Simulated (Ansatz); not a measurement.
**AlCu3: pressure against volume**

AlCu3, Fm-3m, a = 5.781 Å. The structure is a Materials Project entry; whether it is the stable form wasn't checked. Ansatz: r2SCAN, PAW, 500 eV, Γ-centred 12×12×12 mesh on 4 atoms, Gaussian smearing 0.10 eV; no spin polarisation. Symmetry fixes shape and atoms, so the cell is only scaled; pressure is positive in compression.

| V (Å³/atom) | P (GPa) |
| --- | --- |
| 10.628 | 26.05 |
| 10.990 | 17.78 |
| 11.353 | 10.81 |
| 11.715 | 4.94 |
| 12.077 | 0.00 |
| 12.440 | -4.16 |
| 12.802 | -7.66 |
| 13.285 | ? |

Problem. Take V0 = 12.077 Å³/atom, fit the third-order Birch–Murnaghan form to the other rows, and predict the missing pressure.

Solution. With the Eulerian strain f = ½[(V0/V)^(2/3) − 1] and y = P/[3f(1 + 2f)^(5/2)], the form is the line y = B0 + 1.5 B0 (B0′ − 4) f. Rows (f, y): 0.04447, 157.8; 0.03245, 156.1; 0.02104, 154.5; 0.01025, 152.7; -0.00977, 149.1; -0.01906, 147.6. Means f = 0.01323, y = 152.97; Σ(Δf)² = 0.002987, ΣΔfΔy = 0.4862; the slope is their ratio. y = 150.8 + 162.8 f GPa, so B0 = 150.8 GPa and B0′ = 4 + 2 × (162.8)/(3 × 150.8) = 4.72. At V = 13.285, f = -0.03079, y = 145.79 and P = -11.49 GPa. The run gave -11.47 GPa, so the fit is 0.02 GPa too low, within twice the rms miss on the fitted rows (0.02 GPa). The form still works here, 22 % of the fitted range beyond its end.